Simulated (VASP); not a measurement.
# TePb (Fm-3m) in VASP: notebook

The runs below take TePb through single point, with r2SCAN.

Program: VASP 6.6.1. These are calculated values, not measurements. Logs are shortened: lines on timing, memory, paths and dates and some standing lists are left out, and cuts for length are marked.

**What was measured.**

A printed reference work, monograph reports, for a bulk crystal of TePb at 4.2 K: band gap 0.19 eV (direct).

The runs below are set against these values where they give the same quantity.

## 1. The cell of the first run

The structure is cubic, space group Fm-3m (No. 225). The conventional cell has a = 6.402 Å, b = 6.402 Å, c = 6.402 Å, α = 90.00°, β = 90.00°, γ = 90.00°. Te (site symmetry m-3m) has 6 Pb at 3.20 Å within 4.2 Å. Pb (site symmetry m-3m) has 6 Te at 3.20 Å within 4.2 Å.

## 2. Single point, r2SCAN (volume changed by -6%)

POSCAR reads:

```
TePb
1.0
    0.0000000000      3.2011458941      3.2011458941
    3.2011458941      0.0000000000      3.2011458941
    3.2011458941      3.2011458941      0.0000000000
Te Pb
1 1
Direct
    0.5000000000      0.5000000000      0.5000000000
    0.0000000000      0.0000000000      0.0000000000
```

INCAR.step1 reads:

```
  PREC = Accurate
  ENCUT = 520
  ISMEAR = 0
  SIGMA = 0.01
  LREAL = False
  LASPH = True
  NELM = 100
  NBANDS = 17
  GGA = PE
  ALGO = Normal
  EDIFF = 1E-4
  LWAVE = True
  LCHARG = False
```

INCAR.step2 reads:

```
  PREC = Accurate
  ENCUT = 520
  EDIFF = 1E-7
  ISMEAR = 0
  SIGMA = 0.01
  LREAL = False
  LASPH = True
  NELM = 100
  ALGO = Normal
  ISIF = 2
  LWAVE = False
  LCHARG = True
  METAGGA = R2SCAN
  LMIXTAU = True
  LELF = True
  LVHAR = True
  NBANDS = 17
  ISTART = 1
```

KPOINTS reads:

```
Automatic mesh
0
Gamma
  6 6 6
```

Potentials or basis: VASP PAW PBE potentials, release 64 (Te, Pb_d).

Started as:

```sh
$ cat potpaw_PBE.64/Te/POTCAR potpaw_PBE.64/Pb_d/POTCAR > POTCAR
$ cp INCAR.step1 INCAR
$ mpirun -np 1 vasp_std > vasp.out
$ cp INCAR.step2 INCAR
$ mpirun -np 1 vasp_std > vasp.out
```

OUTCAR:

```text
PREC = Accurate
   ENCUT = 520
   EDIFF = 1E-7
   ISMEAR = 0
   LREAL = False
   LASPH = True
   NELM = 100
   ISIF = 2
   METAGGA = R2SCAN
   ISTART = 1

 ion  position               nearest neighbor table
   1  0.500  0.500  0.500-   2 3.20   2 3.20   2 3.20   2 3.20   2 3.20   2 3.20
   2  0.000  0.000  0.000-   1 3.20   1 3.20   1 3.20   1 3.20   1 3.20   1 3.20

  LATTYP: Found a face centered cubic cell.
 ALAT       =     6.4022917882

  Lattice vectors:

 A1 = (   0.0000000000,   3.2011458941,   3.2011458941)
 A2 = (   3.2011458941,   0.0000000000,   3.2011458941)
 A3 = (   3.2011458941,   3.2011458941,   0.0000000000)

Analysis of symmetry for initial positions (statically):
=====================================================================
 Subroutine PRICEL returns:
 Original cell was already a primitive cell.

 Routine SETGRP: Setting up the symmetry group for a
 face centered cubic supercell.

 Subroutine GETGRP returns: Found 48 space group operations
 (whereof 48 operations were pure point group operations)
 out of a pool of 48 trial point group operations.

The static configuration has the point symmetry O_h .

Analysis of symmetry for dynamics (positions and initial velocities):
=====================================================================
 Subroutine PRICEL returns:
 Original cell was already a primitive cell.

 Routine SETGRP: Setting up the symmetry group for a
 face centered cubic supercell.

 Subroutine GETGRP returns: Found 48 space group operations
 (whereof 48 operations were pure point group operations)
 out of a pool of 48 trial point group operations.

The dynamic configuration has the point symmetry O_h .

 Subroutine INISYM returns: Found 48 space group operations
 (whereof 48 operations are pure point group operations),
 and found     1 'primitive' translations

----------------------------------------------------------------------------------------

                                     Primitive cell

  volume of cell :      65.6064

  direct lattice vectors                    reciprocal lattice vectors
     0.000000000  3.201145894  3.201145894    -0.156194068  0.156194068  0.156194068
     3.201145894  0.000000000  3.201145894     0.156194068 -0.156194068  0.156194068
     3.201145894  3.201145894  0.000000000     0.156194068  0.156194068 -0.156194068

  length of vectors
     4.527103939  4.527103939  4.527103939     0.270536062  0.270536062  0.270536062

  position of ions in fractional coordinates (direct lattice)
     0.500000000  0.500000000  0.500000000
     0.000000000  0.000000000  0.000000000

  ion indices of the primitive-cell ions
   primitive index   ion index
                 1           1
                 2           2

----------------------------------------------------------------------------------------

 KPOINTS: Automatic mesh

Automatic generation of k-mesh.
 Grid dimensions read from file:
 generate k-points for:    6    6    6

 Generating k-lattice:

  Cartesian coordinates                     Fractional coordinates (reciprocal lattice)
    -0.026032345  0.026032345  0.026032345     0.166666667  0.000000000  0.000000000
     0.026032345 -0.026032345  0.026032345     0.000000000  0.166666667  0.000000000
     0.026032345  0.026032345 -0.026032345     0.000000000  0.000000000  0.166666667

  Length of vectors
     0.045089344  0.045089344  0.045089344

  Shift w.r.t. Gamma in fractional coordinates (k-lattice)
     0.000000000  0.000000000  0.000000000

 Subroutine IBZKPT returns following result:
 ===========================================

 Found     16 irreducible k-points:

 Following reciprocal coordinates:
            Coordinates               Weight
  0.000000  0.000000  0.000000      1.000000
  0.166667  0.000000  0.000000      8.000000
  0.333333  0.000000  0.000000      8.000000
  0.500000  0.000000  0.000000      4.000000
  0.166667  0.166667  0.000000      6.000000
  0.333333  0.166667  0.000000     24.000000
[... 8 lines left out ...]
 -0.333333  0.333333  0.166667     24.000000
 -0.333333  0.500000  0.166667     12.000000
   k-points           NKPTS =     16   k-points in BZ     NKDIM =     16   number of bands    NBANDS=     17
   number of dos      NEDOS =    301   number of ions     NIONS =      2
   total plane-waves  NPLWV =  46656
   dimension x,y,z NGX =    36 NGY =   36 NGZ =   36
   dimension x,y,z NGXF=    72 NGYF=   72 NGZF=   72
   ions per type =               1   1
   NGX,Y,Z   is equivalent  to a cutoff of  13.22, 13.22, 13.22 a.u.
   NGXF,Y,Z  is equivalent  to a cutoff of  26.44, 26.44, 26.44 a.u.
 SYSTEM =  unknown system
   PREC   = accura    normal or accurate (medium, high low for compatibility)
   ISTART =      1    job   : 0-new  1-cont  2-samecut
   ICHARG =      0    charge: 1-file 2-atom 10-const
   ISPIN  =      1    spin polarized calculation?
   LNONCOLLINEAR =      F non collinear calculations
   LSORBIT =      F    spin-orbit coupling
   LASPH  =      T    aspherical Exc in radial PAW
   ENCUT  =  520.0 eV  38.22 Ry    6.18 a.u.   8.42  8.42  8.42*2*pi/ulx,y,z
   NELM   =    100;   NELMIN=  2; NELMDL=  0     # of ELM steps
   EDIFF  = 0.1E-06   stopping-criterion for ELM
   LREAL  =      F    real-space projection
   EDIFFG = 0.1E-05   stopping-criterion for IOM
   NSW    =      0    number of steps for IOM
   IBRION =     -1    ionic relax: 0-MD 1-quasi-New 2-CG
   NFREE  =      0    steps in history (QN), initial steepest desc. (CG)
   ISIF   =      2    stress and relaxation
   ISYM   =      2    0-nonsym 1-usesym 2-fastsym
   POTIM  = 0.5000    time-step for ionic-motion
   TEBEG  =    0.0;   TEEND  =   0.0 temperature during run
   PSTRESS=    0.0 pullay stress
   NELECT =      20.0000    total number of electrons
   NUPDOWN=      -1.0000    fix difference up-down
   EMIN   =  10.00;   EMAX   =-10.00  energy-range for DOS
   EFERMI =   0.00;   METHOD = LEGACY
   ISMEAR =     0;   SIGMA  =   0.01  broadening in eV -4-tet -1-fermi 0-gaus
   EFERMI_NEDOS =   21; number of points for ismear=-14 and -15
   IALGO  =     38    algorithm
   IMIX   =      4    mixing-type and parameters
     AMIX     =   0.40;   BMIX     =  1.00
     AMIX_MAG =   1.60;   BMIX_MAG =  1.00
  volume/ion in A,a.u.               =      32.80       221.37
  Fermi-wavevector in a.u.,A,eV,Ry     =   1.101800  2.082100 16.516967  1.213963
  Thomas-Fermi vector in A             =   2.238233
   LORBIT       =      0    0 simple, 1 ext, 2 COOP (PROOUT), +10 PAW based schemes
   METAGGA = R2SCAN    functional components
   LHFCALC =     F    Hartree Fock is set to
   AEXX    =    0.0000 exact exchange contribution
   IVDW    =     0    specifies the selected vdW correction
   LEPSILON=     F    determine dielectric tensor
   LRPA    =     F    only Hartree local field effects (RPA)
 non-spin polarized calculation
 Gauss-broadening in eV      SIGMA  =   0.01
  energy-cutoff  :      520.00
  volume of cell :       65.61
 maximum number of plane-waves:      1807
 NGX is ok and might be reduce to    36
   NGX = 17   NGY = 17   NGZ = 17

 number of electron      20.0000000 magnetization

 Free energy of the ion-electron system (eV)
  ---------------------------------------------------
  ext. energy  EPLUGINS =         0.00000000
  ---------------------------------------------------
  free energy    TOTEN  =       -82.66850404 eV

  energy without entropy =      -82.66850404  energy(sigma->0) =      -82.66850404

 E-fermi :   6.0170     XC(G=0):  -9.9518

 val. band max:        5.9043100121   @ k =   0.5000   0.0000   0.0000
 cond. band min:       6.8592393568   @ k =   0.5000   0.0000   0.0000
 fundamental gap:      0.9549293447
 Fermi energy:         6.0169870175

 k-point     1 :       0.0000    0.0000    0.0000
  band No.  band energies     occupation
      1     -11.5409      2.00000
      2     -11.5409      2.00000
      3     -11.5261      2.00000
      4     -11.5261      2.00000
      5     -11.5261      2.00000
      6      -6.8822      2.00000
[... 9 lines left out ...]
     16      11.9956      0.00000
     17      13.6138      0.00000

 k-point     2 :       0.1667    0.0000    0.0000
  band No.  band energies     occupation
      1     -11.5451      2.00000
      2     -11.5451      2.00000
      3     -11.5254      2.00000
      4     -11.5218      2.00000
      5     -11.5218      2.00000
      6      -6.6236      2.00000
[... 9 lines left out ...]
     16      12.5315      0.00000
     17      15.4378      0.00000

 k-point     3 :       0.3333    0.0000    0.0000
  band No.  band energies     occupation
      1     -11.5549      2.00000
      2     -11.5549      2.00000
      3     -11.5242      2.00000
      4     -11.5119      2.00000
      5     -11.5119      2.00000
      6      -5.9131      2.00000
[... 9 lines left out ...]
     16      13.9611      0.00000
     17      17.6589      0.00000

 k-point     4 :       0.5000    0.0000    0.0000
  band No.  band energies     occupation
      1     -11.5600      2.00000
      2     -11.5600      2.00000
      3     -11.5238      2.00000
      4     -11.5067      2.00000
      5     -11.5067      2.00000
      6      -5.2927      2.00000
[... 9 lines left out ...]
     16      15.5684      0.00000
     17      15.6550      0.00000
[... 183 lines left out ...]
      1     -11.5844      2.00000
      2     -11.5440      2.00000
      3     -11.5259      2.00000
      4     -11.5089      2.00000
      5     -11.5047      2.00000
      6      -5.3818      2.00000
[... 9 lines left out ...]
     16      15.4370      0.00000
     17      16.0672      0.00000

 k-point    15 :      -0.3333    0.3333    0.1667
  band No.  band energies     occupation
      1     -11.5887      2.00000
      2     -11.5479      2.00000
      3     -11.5181      2.00000
      4     -11.5154      2.00000
      5     -11.5005      2.00000
      6      -4.9437      2.00000
[... 9 lines left out ...]
     16      16.6583      0.00000
     17      17.0261      0.00000

 k-point    16 :      -0.3333    0.5000    0.1667
  band No.  band energies     occupation
      1     -11.6055      2.00000
      2     -11.5392      2.00000
      3     -11.5276      2.00000
      4     -11.5073      2.00000
      5     -11.4966      2.00000
      6      -4.8615      2.00000
[... 9 lines left out ...]
     16      17.2736      0.00000
     17      17.9612      0.00000

------------------------ aborting loop because EDIFF is reached ----------------------------------------

  FORCE on cell =-STRESS in cart. coord.  units (eV):
  Direction    XX          YY          ZZ          XY          YZ          ZX
  --------------------------------------------------------------------------------------
  -------------------------------------------------------------------------------------
  Total        1.2280813      1.2280813      1.2280813      0.0000000     -0.0000000      0.0000000
  in kB       29.9910240     29.9910240     29.9910240      0.0000000     -0.0000000      0.0000000
  external PRESSURE =      29.9910240 kB  Pullay stress =       0.0000000 kB

 VOLUME and BASIS-vectors are now :
 -----------------------------------------------------------------------------
  energy-cutoff  :      520.00
  volume of cell :       65.61
      direct lattice vectors                 reciprocal lattice vectors
     0.000000000  3.201145894  3.201145894    -0.156194068  0.156194068  0.156194068
     3.201145894  0.000000000  3.201145894     0.156194068 -0.156194068  0.156194068
     3.201145894  3.201145894  0.000000000     0.156194068  0.156194068 -0.156194068

 POSITION                                       TOTAL-FORCE (eV/Angst)
 -----------------------------------------------------------------------------------
      3.20115      3.20115      3.20115        -0.000000      0.000000      0.000000
      0.00000      0.00000      0.00000         0.000000     -0.000000     -0.000000
 -----------------------------------------------------------------------------------
    total drift:                               -0.000000      0.000000      0.000000

  FREE ENERGIE OF THE ION-ELECTRON SYSTEM (eV)
  ---------------------------------------------------
  free  energy   TOTEN  =       -82.6685040405 eV

  energy  without entropy=      -82.6685040405  energy(sigma->0) =      -82.66850404
```

It took 57 s on 1 thread of Intel Xeon 6975P-C, shared host; peak memory 0.22 GiB.

Results:

```yaml
Free_energy: -82.6685 eV
Pressure: 3.0 GPa
Band_gap_on_the_k_mesh: 0.95 eV, direct
```

Caveat: the cell differs from its parent crystal (volume changed by -6%); the PAW data sets were made with another functional, which shifts forces and pressure a little; spin-orbit coupling is left out, which moves the levels of the heavy elements.

## 3. Single point, r2SCAN (volume changed by -3%)

POSCAR reads:

```
TePb
1.0
    0.0000000000      3.2348446431      3.2348446431
    3.2348446431      0.0000000000      3.2348446431
    3.2348446431      3.2348446431      0.0000000000
Te Pb
1 1
Direct
    0.5000000000      0.5000000000      0.5000000000
    0.0000000000      0.0000000000      0.0000000000
```

INCAR.step1 reads:

```
SYSTEM = TePb
ALGO = Normal
EDIFF = 1E-4
ENCUT = 520
GGA = PE
ISMEAR = 0
LASPH = .True.
LCHARG = .False.
LREAL = .False.
LWAVE = .True.
NBANDS = 17
NELM = 60
PREC = Accurate
SIGMA = 0.01
```

INCAR.step2 reads:

```
SYSTEM = TePb
ALGO = Normal
EDIFF = 1E-6
ENCUT = 520
ISIF = 2
ISMEAR = 0
ISTART = 1
LASPH = .True.
LCHARG = .False.
LMIXTAU = .True.
LREAL = .False.
LWAVE = .False.
METAGGA = R2SCAN
NBANDS = 17
NELM = 60
PREC = Accurate
SIGMA = 0.01
```

KPOINTS reads:

```
k-points
0
Gamma
  6 6 6
  0 0 0
```

Potentials or basis: VASP PAW PBE potentials, release 64 (Te, Pb_d).

Started as:

```sh
$ cat potpaw_PBE.64/Te/POTCAR potpaw_PBE.64/Pb_d/POTCAR > POTCAR
$ cp INCAR.step1 INCAR
$ mpirun -np 1 vasp_std > vasp.out
$ cp INCAR.step2 INCAR
$ mpirun -np 1 vasp_std > vasp.out
```

Wall time 44 s (1 thread of Intel Xeon 6975P-C, shared host); peak memory 0.22 GiB.

It converged, with:

| Item | Value |
| --- | --- |
| Free energy | -82.6972 eV |
| Pressure | 1.4 GPa |
| Band gap on the k mesh | 1.03 eV, direct |

Levels at points of the mesh, in eV from the valence-band top:
| k point | band 6 | band 7 | band 8 | band 9 | band 10 | band 11 | band 12 | band 13 | band 14 | band 15 |
| --- | --- | --- | --- | --- | --- | --- | --- | --- | --- | --- |
| (0.00, 0.00, 0.00) | -12.49 | -5.65 | -1.49 | -1.49 | -1.49 | 4.34 | 4.34 | 4.34 | 6.18 | 6.18 |
| (0.50, 0.00, 0.00) | -10.99 | -8.88 | -1.01 | -1.01 | 0.00 | 1.03 | 1.42 | 1.42 | 8.94 | 9.68 |
| (0.50, 0.50, 0.00) | -10.72 | -7.50 | -4.67 | -2.95 | -2.95 | 3.60 | 5.81 | 5.81 | 7.15 | 10.51 |

Caveat: the cell differs from its parent crystal (volume changed by -3%); the PAW data sets were made with another functional, which shifts forces and pressure a little; spin-orbit coupling is left out, which moves the levels of the heavy elements. A k mesh can miss the band edges.

## 4. Single point, r2SCAN

This run uses another cell than the first one, of 34.90 Å³/atom, 1.064 times its volume.

POSCAR reads:

```
TePb
1.0
    0.0000000000      3.2678555418      3.2678555418
    3.2678555418      0.0000000000      3.2678555418
    3.2678555418      3.2678555418      0.0000000000
Te Pb
1 1
Direct
    0.5000000000      0.5000000000      0.5000000000
    0.0000000000      0.0000000000      0.0000000000
```

INCAR.step1 reads:

```
ALGO     = Normal         # electronic algorithm
EDIFF    = 1E-4           # SCF threshold, eV
ENCUT    = 520            # plane-wave cutoff, eV
GGA      = PE             # functional
ISMEAR   = 0              # smearing method
LASPH    = True           # aspherical terms in the spheres
LCHARG   = False          # write CHGCAR
LREAL    = False          # projectors in reciprocal space
LWAVE    = True           # write WAVECAR
NBANDS   = 17             # bands
NELM     = 100            # most SCF steps
PREC     = Accurate       # precision mode
SIGMA    = 0.01           # smearing width, eV
```

INCAR.step2 reads:

```
ALGO     = Normal         # electronic algorithm
EDIFF    = 1E-6           # SCF threshold, eV
ENCUT    = 520            # plane-wave cutoff, eV
ISIF     = 2              # what is computed and relaxed
ISMEAR   = 0              # smearing method
ISTART   = 1            
LASPH    = True           # aspherical terms in the spheres
LCHARG   = False          # write CHGCAR
LMIXTAU  = True         
LREAL    = False          # projectors in reciprocal space
LWAVE    = False          # write WAVECAR
METAGGA  = R2SCAN         # meta-GGA
NBANDS   = 17             # bands
NELM     = 100            # most SCF steps
PREC     = Accurate       # precision mode
SIGMA    = 0.01           # smearing width, eV
```

KPOINTS reads:

```
k-points
0
Gamma
  6 6 6
```

Potentials or basis: VASP PAW PBE potentials, release 64 (Te, Pb_d).

Started as:

```sh
$ cat potpaw_PBE.64/Te/POTCAR potpaw_PBE.64/Pb_d/POTCAR > POTCAR
$ cp INCAR.step1 INCAR
$ mpirun -np 1 vasp_std > vasp.out
$ cp INCAR.step2 INCAR
$ mpirun -np 1 vasp_std > vasp.out
```

OUTCAR:

```text
EDIFF = 1E-6
   ENCUT = 520
   ISIF = 2
   ISMEAR = 0
   ISTART = 1
   LASPH = True
   LREAL = False
   METAGGA = R2SCAN
   NELM = 100
   PREC = Accurate

 ion  position               nearest neighbor table
   1  0.500  0.500  0.500-   2 3.27   2 3.27   2 3.27   2 3.27   2 3.27   2 3.27
   2  0.000  0.000  0.000-   1 3.27   1 3.27   1 3.27   1 3.27   1 3.27   1 3.27

  LATTYP: Found a face centered cubic cell.
 ALAT       =     6.5357110836

  Lattice vectors:

[... 495 lines left out ...]
     17      17.0917      0.00000

------------------------ aborting loop because EDIFF is reached ----------------------------------------

  FORCE on cell =-STRESS in cart. coord.  units (eV):
  Direction    XX          YY          ZZ          XY          YZ          ZX
  --------------------------------------------------------------------------------------
  -------------------------------------------------------------------------------------
  Total       -0.0069652     -0.0069652     -0.0069652     -0.0000000     -0.0000000      0.0000000
  in kB       -0.1598919     -0.1598919     -0.1598919     -0.0000000     -0.0000000      0.0000000
  external PRESSURE =      -0.1598919 kB  Pullay stress =       0.0000000 kB

 VOLUME and BASIS-vectors are now :
 -----------------------------------------------------------------------------
  energy-cutoff  :      520.00
  volume of cell :       69.79
      direct lattice vectors                 reciprocal lattice vectors
     0.000000000  3.267855542  3.267855542    -0.153005539  0.153005539  0.153005539
     3.267855542  0.000000000  3.267855542     0.153005539 -0.153005539  0.153005539
     3.267855542  3.267855542  0.000000000     0.153005539  0.153005539 -0.153005539

 POSITION                                       TOTAL-FORCE (eV/Angst)
 -----------------------------------------------------------------------------------
      3.26786      3.26786      3.26786        -0.000000      0.000000      0.000000
      0.00000      0.00000      0.00000         0.000000      0.000000     -0.000000
 -----------------------------------------------------------------------------------
    total drift:                               -0.000000      0.000000      0.000000

  FREE ENERGIE OF THE ION-ELECTRON SYSTEM (eV)
  ---------------------------------------------------
  free  energy   TOTEN  =       -82.7064028621 eV

  energy  without entropy=      -82.7064028621  energy(sigma->0) =      -82.70640286
```

Wall time 47 s (1 thread of Intel Xeon 6975P-C, shared host); peak memory 0.22 GiB.

Results:

```
Free energy            : -82.7064 eV
Pressure               : 0.0 GPa
Band gap on the k mesh : 1.09 eV, direct
```

Caveat: the PAW data sets were made with another functional, which shifts forces and pressure a little; spin-orbit coupling is left out, which moves the levels of the heavy elements.

[end of part 1 of 2]
